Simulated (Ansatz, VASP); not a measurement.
# Two plane-wave programs on CdSe

```
CELL_PARAMETERS angstrom
0.00000 2.87396 2.87396
2.87396 0.00000 2.87396
2.87396 2.87396 0.00000
ATOMIC_POSITIONS crystal
Cd 0.00000 0.00000 0.00000
Se 0.50000 0.50000 0.50000
```

Measurements of this composition are mostly on another form, of space group No. 186.

Alike in both runs: task relaxation of cell and atoms; functional LDA; k mesh 6 × 6 × 6; occupations fermi-dirac, width 0.05 eV; no spin polarisation.

|  | VASP | Ansatz |
| --- | --- | --- |
| version | VASP 6.6.1 | Ansatz 0.2.0 |
| potentials or method | VASP PAW LDA potentials, release 64 (Cd, Se) | plane waves, PAW |
| plane-wave cutoff (eV) | 600 | 420 |
| valence electrons in the cell | 18 | 36 |

VASP gave:

- relaxed volume (Å³/atom): 21.72
- relaxed cell length with the largest relative difference (Å): 3.946
- energy change over the relaxation (meV/atom): -38

Q: Estimate Ansatz's values.

A: Relaxed volume (Å³/atom): 21.55; relaxed cell length with the largest relative difference (Å): 3.936; energy change over the relaxation (meV/atom): -44.

The two sets of potentials don't hold the same shells in valence.
